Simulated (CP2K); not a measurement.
Runs of CP2K 2026.2 on Al. It takes space group Fm-3m (No. 225, cubic). Conventional cell: a = 4.050 Å, b = 4.050 Å, c = 4.050 Å, α = 90.00°, β = 90.00°, γ = 90.00°. Around Al (site symmetry m-3m) lie 12 Al at 2.86 Å. 

| task | level | potentials or basis | smearing | EPS_DEFAULT | NGRIDS | basis sets | potentials | points a segment of the path (NPOINTS) | gap on the mesh (eV) | pressure (GPa) | V0 of scaled cells (Å³/atom) | B0 (GPa) |
| --- | --- | --- | --- | --- | --- | --- | --- | --- | --- | --- | --- | --- |
| band structure | TB-mBJ | POTENTIAL_UZH Al GTH-PBE-q3; TZVP-MOLOPT-PBE-GTH basis | fermi-dirac 0.01 eV | 1.0E-9 | 4 | Al TZVP-MOLOPT-PBE-GTH-q3 | Al GTH-PBE-q3 of POTENTIAL_UZH | 6 | none | - | - | - |
| band structure | r2SCAN | POTENTIAL_UZH Al GTH-SCAN-q3; TZVP-MOLOPT-SCAN-GTH basis | fermi-dirac 0.0259 eV | 1.0E-9 | 5 | Al TZVP-MOLOPT-SCAN-GTH-q3 | Al GTH-SCAN-q3 of POTENTIAL_UZH | 10 | none | (a) | - | - |
| band structure | PBEsol | POTENTIAL_UZH Al GTH-PBE-q3; TZVP-MOLOPT-PBE-GTH basis | fermi-dirac 0.05 eV | 1.0E-9 | 5 | Al TZVP-MOLOPT-PBE-GTH-q3 | Al GTH-PBE-q3 of POTENTIAL_UZH | 10 | none | -0.7 | - | - |
| band structure | PBE | POTENTIAL_UZH Al GTH-PBE-q3; TZVP-MOLOPT-PBE-GTH basis | fermi-dirac 0.05 eV | 1.0E-10 | 5 | Al TZVP-MOLOPT-PBE-GTH-q3 | Al GTH-PBE-q3 of POTENTIAL_UZH | 10 | none | -0.7 | - | - |
| equation of state | PBE | POTENTIAL_UZH Al GTH-PBE-q3; TZVP-MOLOPT-PBE-GTH basis | fermi-dirac 0.05 eV | 1.0E-10 | 5 | Al TZVP-MOLOPT-PBE-GTH-q3 | Al GTH-PBE-q3 of POTENTIAL_UZH | - | - | - | 16.45 | (c) |
| equation of state | LDA | GTH_POTENTIALS Al GTH-PADE-q3; TZVP-MOLOPT-PBE-GTH basis | fermi-dirac 0.1 eV | 1.0E-10 | 4 | Al TZVP-MOLOPT-PBE-GTH-q3 | Al GTH-PADE-q3 of GTH_POTENTIALS | - | - | - | 15.68 | 85 |
| equation of state | PBEsol | POTENTIAL_UZH Al GTH-PBE-q3; TZVP-MOLOPT-PBE-GTH basis | fermi-dirac 0.05 eV | 1.0E-10 | 4 | Al TZVP-MOLOPT-PBE-GTH-q3 | Al GTH-PBE-q3 of POTENTIAL_UZH | - | - | - | (b) | 81 |
| band structure | LDA | GTH_POTENTIALS Al GTH-PADE-q3; TZVP-MOLOPT-PBE-GTH basis | fermi-dirac 0.0259 eV | 1.0E-9 | 5 | Al TZVP-MOLOPT-PBE-GTH-q3 | Al GTH-PADE-q3 of GTH_POTENTIALS | 10 | none | -4.3 | - | - |

Alike in all rows: no spin polarisation; cell as given; k mesh 11 × 11 × 11.

Fill in the values left out.

(a) -3.6; (b) 16.47; (c) 80.

Caveats: the basis of atomic orbitals isn't converged, which shifts pressures, moduli and gaps; the potentials were made for another functional, which shifts forces and pressure (some runs); this is a model potential without an energy functional, so only levels have meaning (some runs).

A k mesh can miss the band edges.

A gap of «none» marks a metal or a gap under the smearing width.

Not every run made on this cell is shown here.
